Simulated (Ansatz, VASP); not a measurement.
# One calculation of SiO2, two programs

```
Si O
1.0
    -2.37405    2.37405    3.74400
     2.37405   -2.37405    3.74400
     2.37405    2.37405   -3.74400
Si O
2 4
Direct
  0.00000 0.00000 0.00000
  0.75000 0.25000 0.50000
  0.99838 0.62500 0.87338
  0.37500 0.24838 0.37338
  0.75162 0.12500 0.12662
  0.87500 0.00162 0.62662
```

Alike in both runs: task single point; functional LDA; k mesh 8 × 8 × 8; occupations gaussian, width 0.05 eV; no spin polarisation.

|  | VASP | Ansatz |
| --- | --- | --- |
| version | VASP 6.6.1 | Ansatz 0.2.0 |
| potentials or method | VASP PAW LDA potentials, release 64 (Si, O) | scalar-relativistic, plane waves, PAW |
| plane-wave cutoff (eV) | 520 | 420 |
| valence electrons in the cell | 32 | 32 |

VASP gave:

```
gap on the k mesh at the Fermi level (eV)       : 5.82
least direct gap on the mesh (eV)               : 5.82
pressure (GPa)                                  : -2.3
largest component of the traceless stress (GPa) : 1.28
rms of the force components (eV/Å)              : 0.119
```

Which values does Ansatz return?

gap on the k mesh at the Fermi level (eV): 5.82; least direct gap on the mesh (eV): 5.82; pressure (GPa): -2.9; largest component of the traceless stress (GPa): 1.35; rms of the force components (eV/Å): 0.136.

Atom by atom the forces differ by 0.017 eV/Å (rms over components).

A k mesh can miss the band edges. As with any semilocal functional, this LDA gap is likely too small.
